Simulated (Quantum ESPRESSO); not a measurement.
Input of a Quantum ESPRESSO 7.5 run:

Contents of pw.in:

```
&CONTROL
  calculation = 'scf'
  prefix = 'pwscf'
  outdir = './tmp'
  pseudo_dir = './pseudo'
  tprnfor = .true.
  tstress = .true.
  disk_io = 'nowf'
/
&SYSTEM
  ibrav = 0
  nat = 2
  ntyp = 2
  ecutwfc = 70
  nbnd = 10
  occupations = 'smearing'
  smearing = 'fd'
  degauss = 0.00367493
/
&ELECTRONS
  conv_thr = 4d-10
  electron_maxstep = 120
  mixing_beta = 0.5
/
ATOMIC_SPECIES
Cl    35.4500 Cl_ONCV_PBE-1.2.upf
Li     6.9400 Li_ONCV_PBE-1.2.upf
CELL_PARAMETERS angstrom
   0.0000000000    2.5647700000    2.5647700000
   2.5647700000    0.0000000000    2.5647700000
   2.5647700000    2.5647700000    0.0000000000
ATOMIC_POSITIONS crystal
Cl     0.5000000000    0.5000000000    0.5000000000
Li     0.0000000000    0.0000000000    0.0000000000
K_POINTS automatic
7 7 7 0 0 0
```

Potentials or basis: SG15 PBE 1.2.

Command:

```sh
$ OMP_NUM_THREADS=1 mpirun -n 2 pw.x -nk 2 -in pw.in > pw.out
```

Problem. Predict the pressure.

Solution. 0.4 GPa.

Problem. What does it give for the band gap on the k mesh?

Solution. 6.34 eV, direct.

Caveat: this potential file gives levels or pressures that part from those of other sets.
